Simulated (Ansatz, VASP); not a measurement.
Al3Cu in VASP and in Ansatz

The input INCAR:

```
PREC     = Accurate       # precision mode
ENCUT    = 520            # plane-wave cutoff, eV
EDIFF    = 1E-7           # SCF threshold, eV
ISMEAR   = 0              # smearing method
SIGMA    = 0.1            # smearing width, eV
LREAL    = False          # projectors in reciprocal space
LASPH    = True           # aspherical terms in the spheres
NELM     = 60             # most SCF steps
ALGO     = Fast           # electronic algorithm
ISIF     = 2              # what is computed and relaxed
LWAVE    = False          # write WAVECAR
LCHARG   = True           # write CHGCAR
GGA      = PS             # functional
LELF     = True           # ELF
LVHAR    = True         
NBANDS   = 18             # bands
```

The input KPOINTS:

```
Automatic mesh
0
Gamma
  6 6 2
```

Contents of POSCAR:

```
Al3Cu
1.0
    2.7784054294      0.0000000000      0.0000000000
    0.0000000000      2.7784054294      0.0000000000
    0.0000000000      0.0000000000      7.5134034100
Al Cu
3 1
Direct
    0.0000000000      0.0000000000      0.5000000000
    0.5000000000      0.5000000000      0.2261155100
    0.5000000000      0.5000000000      0.7738844900
    0.0000000000      0.0000000000      0.0000000000
```

Input for Ansatz:

```yaml
crystal:
  lattice:
    - [2.7784054294, 0.0, 0.0]
    - [0.0, 2.7784054294, 0.0]
    - [0.0, 0.0, 7.51340341]
  atoms:
    - { symbol: Al, position: [0.0, 0.0, 0.5] }
    - { symbol: Al, position: [0.5, 0.5, 0.22611551] }
    - { symbol: Al, position: [0.5, 0.5, 0.77388449] }
    - { symbol: Cu, position: [0.0, 0.0, 0.0] }
basis:
  ecutwfc: 420
kpoints:
  mp_grid: { grid: [6, 6, 2] }
hamiltonian:
  xc: pbesol
scf:
  occupations: { method: gaussian, width: 0.1 }
output:
  forces: true
  stress: true
  eigenvalues: true
```

Alike in both runs: task single point; functional PBEsol; k mesh 6 × 6 × 2; occupations gaussian, width 0.1 eV; no spin polarisation.

|  | VASP | Ansatz |
| --- | --- | --- |
| version | VASP 6.6.1 | Ansatz 0.2.0 |
| potentials or method | VASP PAW PBE potentials, release 64 (Al, Cu) | scalar-relativistic, plane waves, PAW |
| plane-wave cutoff (eV) | 520 | 420 |
| valence electrons in the cell | 20 | 28 |

```csv
,VASP,Ansatz,Ansatz less VASP
gap on the k mesh at the Fermi level (eV),none,none,-
pressure (GPa),0.7,0.5,-0.22
largest component of the traceless stress (GPa),0.30,0.31,+0.018
rms of the force components (eV/Å),0.069,0.077,+0.0081
```

Atom by atom the forces differ by 0.008 eV/Å (rms over components). A gap of «none» marks a metal or a gap that the smearing closes. With one functional, cell and mesh, what is left measures potentials, basis and numerics. The two sets of potentials don't hold the same shells in valence.

Caveats: the k mesh is coarse (spacing up to 0.42 Å⁻¹), so the values aren't converged; the PAW data sets were made with another functional, which shifts forces and pressure a little (VASP).
